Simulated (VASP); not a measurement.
## Ti3Si: equation of state with PBEsol

Crystal: Ti3Si.

```
Ti Si
1.0
     0.00000    3.14436    3.14436
     3.14436    0.00000    3.14436
     3.14436    3.14436    0.00000
Ti Si
3 1
Direct
  0.00000 0.00000 0.00000
  0.25000 0.25000 0.25000
  0.75000 0.75000 0.75000
  0.50000 0.50000 0.50000
```

The cell comes from a database or a generator and needn't be the stable form of this composition.

```
Program             : VASP 6.6.1
Task                : equation of state
Functional          : PBEsol
Potentials or basis : VASP PAW PBE potentials, release 64 (Ti_sv, Si)
Cutoff              : 520 eV
k mesh              : 7 × 7 × 7
Occupations         : fermi-dirac, width 0.05 eV
Spin                : no spin polarisation
```

```yaml
Equilibrium_volume: 14.97 Å³/atom
Bulk_modulus: 141 GPa
Pressure_derivative_of_the_bulk_modulus: 3.9
```

Energy against volume, from the lowest point:
```tsv
volume (Å³/atom)	energy (meV/atom)
14.611	3.83
14.922	0.00
15.233	1.96
15.544	9.15
15.855	21.08
16.166	37.28
16.477	57.34
```

All runs of the series together: 4.3 min on 1 thread of Intel(R) Xeon(R) Platinum 8488C (Sapphire Rapids), on a shared host.

Caveat: the PAW data sets were made with another functional, which shifts forces and pressure a little.
